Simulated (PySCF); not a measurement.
`CC(C)=O` (acetone). Computed geometry: GFN2-xTB, gas phase.

```
atom  x, y, z in Å
C1     1.2677   -0.1456   -0.0918
C2    -0.0296    0.6074   -0.2546
C3    -1.2492   -0.1477    0.2143
O4    -0.0877    1.7144   -0.7231
H5     1.5005   -0.2262    0.9686
H6     1.1750   -1.1515   -0.4939
H7     2.0756    0.3822   -0.5913
H8    -2.0993    0.5241    0.2980
H9    -1.0589   -0.6326    1.1681
H10   -1.4852   -0.9197   -0.5167
```

(1) Where is the centre of mass (commonest isotopes), and what is the radius of gyration?

(2) Which two atoms are farthest apart?

(3) Work out the bond lengths C1–C2, C1–H5, C1–H6, C1–H7, C2=O4, C3–H9, C3–H10 in Å.

(4) How far apart are these pairs, which share no bond: C2···H5, C3···H5, C3···H6, O4···H6, O4···H7, O4···H9, H5···H10?

(5) Give the dihedral angles H5–C1–C2–O4, C1–C2–C3–H10, C1–C2–C3–H8, C1–C2–C3–H9.

(6) What is the repulsion energy of the bare nuclei, Σ ZA·ZB/RAB?

(7) What are the angles C2–C1–H5, H5–C1–H6, H5–C1–H7, H9–C3–H10?

(8) How far are the heavy atoms from their best plane (unweighted least squares)?

(9) Write the matrix of distances between heavy atoms (Å, lower triangle).

## Answers

(1) Mass 58.042 u; centre at (-0.025, 0.502, -0.212) Å; Rg = √(Σ m r²/M) = 1.343 Å. As Ia + Ib + Ic = 2 Σ m r², the three principal moments sum to 209.5 u·Å².

(2) H7···H8, 4.27 Å; the next longest distance is 3.79 Å.

(3) For C1–C2 the difference vector is (-1.2973, 0.7530, -0.1628) Å, of length 1.5088 Å. C1–C2 1.509; C1–H5 1.089; C1–H6 1.087; C1–H7 1.087; C2=O4 1.203; C3–H9 1.087; C3–H10 1.089 Å.

(4) C2···H5 2.129 Å (2 bonds apart); C3···H5 2.852 Å (3 bonds apart); C3···H6 2.718 Å (3 bonds apart); O4···H6 3.140 Å (3 bonds apart); O4···H7 2.544 Å (3 bonds apart); O4···H9 3.167 Å (3 bonds apart); H5···H10 3.406 Å (4 bonds apart).

(5) H5–C1–C2–O4 111° (anticlinal); C1–C2–C3–H10 -75° (synclinal); C1–C2–C3–H8 166° (antiperiplanar); C1–C2–C3–H9 44° (synclinal). Dihedral signs follow IUPAC: positive where, seen along the central bond, the front bond turns clockwise onto the rear one.

(6) 120.02 Eh over 45 pairs, with full nuclear charges and distances in bohr; the largest single term is 21.11 Eh (C2 with O4).

(7) From the scalar product of the two bond vectors; for C2–C1–H5 it is -0.5353 Å² over 1.5088 × 1.0886 Å², cos θ = -0.3259. C2–C1–H5 109.0°; H5–C1–H6 108.1°; H5–C1–H7 108.9°; H9–C3–H10 108.1°.

(8) 0.001 Å rms; none is more than 0.001 Å off.

(9) 
```
C1    0.000
C2    1.509  0.000
C3    2.535  1.509  0.000
O4    2.386  1.203  2.386  0.000
```

No GFN2-xTB frequencies stand behind this structure, so it isn't proved a minimum.
